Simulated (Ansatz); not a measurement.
The system is CsPbCl3.

```
Pb Cs Cl
1.0
     5.60500    0.00000    0.00000
     0.00000    5.60500    0.00000
     0.00000    0.00000    5.60500
Pb Cs Cl
1 1 3
Direct
  0.50000 0.50000 0.50000
  0.00000 0.00000 0.00000
  0.50000 0.00000 0.50000
  0.00000 0.50000 0.50000
  0.50000 0.50000 0.00000
```

| Item | Value |
| --- | --- |
| Program | Ansatz 0.2.0 |
| Task | relaxation of cell and atoms |
| Functional | PBE |
| Potentials or basis | Ansatz PAW |
| Cutoff | 420 eV (not typed: the program's choice for these potentials) |
| k mesh | 5 × 5 × 5 |
| Occupations | fermi-dirac, width 0.05 eV |
| Spin | no spin polarisation |

At the start: volume 35.22 Å³/atom.

How do energy, volume and symmetry change on relaxing?

It ends after 5 steps and the volume is 37.69 Å³/atom (+7.0 %); space group Pm-3m (No. 221, to 0.05 Å).

The path:
| step | energy change (eV) | largest force (eV/Å) | volume (Å³) |
| --- | --- | --- | --- |
| 1 | 0.0000 | 0.0000 | 176.09 |
| 2 | -0.0549 | 0.0000 | 183.97 |
| 3 | -0.0623 | 0.0000 | 187.94 |
| 4 | -0.0623 | 0.0000 | 188.44 |
| 5 | -0.0628 | 0.0000 | 188.44 |

Final structure:
```xyz
5
Lattice="5.7331 0.0000 0.0000 0.0000 5.7331 0.0000 0.0000 0.0000 5.7331" Properties=species:S:1:pos:R:3 pbc="T T T"
Pb    2.8666    2.8666    2.8666
Cs    0.0000    0.0000    0.0000
Cl    2.8666    0.0000    2.8666
Cl    0.0000    2.8666    2.8666
Cl    2.8666    2.8666    0.0000
```

Caveat: the plane-wave basis is chosen anew once the cell has moved, so the energies of steps on either side of that aren't comparable.
